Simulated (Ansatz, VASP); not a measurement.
This is a calculation of CdTe for Ansatz 0.2.0.

input.yaml

```yaml
crystal:
  lattice:
    - [0.0, 3.205, 3.205]
    - [3.205, 0.0, 3.205]
    - [3.205, 3.205, 0.0]
  atoms:
    - { symbol: Te, position: [0.75, 0.75, 0.75] }
    - { symbol: Cd, position: [0.0, 0.0, 0.0] }
kpoints:
  mp_grid: { grid: [4, 4, 4] }
scf:
  occupations: { method: fermi_dirac, width: 0.04 }
hamiltonian:
  xc: pbe
  pseudopotentials: { kind: all_electron, lapw: { basis_error: 0.003 } }
output:
  forces: true
  stress: true
  eigenvalues: true
```

Potentials or basis: all-electron LAPW, scalar-relativistic.

Launch:

```bash
$ ansatz run input.yaml --threads 1 --pin off --max-ram 2560MiB --backend cpu --events-out ev --progress --plain --runs-dir out
```

Task: Translate it to VASP 6.6.1. Potentials there: VASP PAW PBE potentials, release 64 (Te, Cd).

Result: As run (the cutoff follows the program's own potentials):

The input INCAR:

```
SYSTEM = CdTe
PREC = Accurate
ENCUT = 520
EDIFF = 1E-6
ISMEAR = -1
SIGMA = 0.04
LREAL = .FALSE.
LASPH = .TRUE.
NELM = 60
ALGO = Fast
ISIF = 2
LWAVE = .FALSE.
LCHARG = .TRUE.
GGA = PE
LELF = .TRUE.
LVHAR = .TRUE.
NBANDS = 16
```

File KPOINTS:

```
regular mesh
0
G
  4 4 4
  0 0 0
```

File POSCAR:

```
CdTe
1.0
    0.0000000000      3.2050000000      3.2050000000
    3.2050000000      0.0000000000      3.2050000000
    3.2050000000      3.2050000000      0.0000000000
Te Cd
1 1
Direct
    0.7500000000      0.7500000000      0.7500000000
    0.0000000000      0.0000000000      0.0000000000
```

Potentials or basis: VASP PAW PBE potentials, release 64 (Te, Cd).

Run with:

```bash
$ cat potpaw_PBE.64/Te/POTCAR potpaw_PBE.64/Cd/POTCAR > POTCAR
$ mpirun -np 1 vasp_std > vasp.out
```

Both were run:

|  | VASP | Ansatz | Ansatz less VASP |
| --- | --- | --- | --- |
| gap on the k mesh at the Fermi level (eV) | 0.86 | 0.86 | 0.000 |
| least direct gap on the mesh (eV) | 0.86 | 0.86 | 0.000 |
| pressure (GPa) | 4.6 | 4.5 | -0.14 |

Ansatz ran all-electron here, so the differences hold the error of VASP's frozen core and of both bases.

Caveats: the k mesh is coarse (spacing up to 0.42 Å⁻¹), so the values aren't converged; spin-orbit coupling is left out, which moves the levels of the heavy elements. As with any semilocal functional, this PBE gap is likely too small.
